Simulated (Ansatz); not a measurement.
Crystal: TaC, rock salt type, 2 atoms in the cell.

These are results of HSE06, plane waves, PAW datasets (generated soft set 1) (Ansatz 0.2.0 development build), not measurements.

Cutoff 420 eV; exchange singularity: regularized; k-mesh 4×4×4 Γ-centred; Fermi–Dirac smearing of 0.1 eV; no spin polarisation; no spin–orbit coupling.

Task: What equilibrium volume, lattice constant and bulk modulus does this give?

Result: V₀ = 11.051 Å³/atom (a₀ = 4.455 Å), B₀ = 350 GPa, B₀′ = 3.99. The points behind the fit:

```
V (Å³/atom)   a (Å)  E − E(min) (meV/atom)  P (GPa)
     10.340  4.3572                  55.64    26.64
     10.677  4.4041                  14.49    12.88
     11.015  4.4499                   0.00     1.12
     11.352  4.4949                   8.43    -8.92
     11.689  4.5390                  36.50   -17.52
```

The stress includes the program's correction for the finite plane-wave basis.

The k-mesh is coarse, so these values belong to this mesh and can lie far from the converged ones.
